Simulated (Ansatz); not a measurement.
Consider ZnTe in the zinc blende structure (space group F-43m, No. 216; a = 6.113 Å). Axes: x, y, z lie along the cube axes.

Method: DFT with r2SCAN, PAW potentials and a 500 eV plane-wave cutoff in Ansatz (a quantum-chemistry and plane-wave program), spin-orbit coupling left out.

A first run, uniaxial strain ε_yy = +1.59 %, gives secant values C11 ≈ 70 GPa and C12 ≈ 37 GPa from its stress. A second run applies isotropic strain −2.09 %.

Q: What does linear elasticity predict for the bulk modulus −ΔP/(ΔV/V₀) in the second run, and what does the run give?

A: Linear elasticity: (C11 + 2 C12)/3 = 48 GPa. The run gives 59 GPa; any difference comes from nonlinear terms at these strains and numerical noise.

Whether these cells are dynamically stable was not tested.
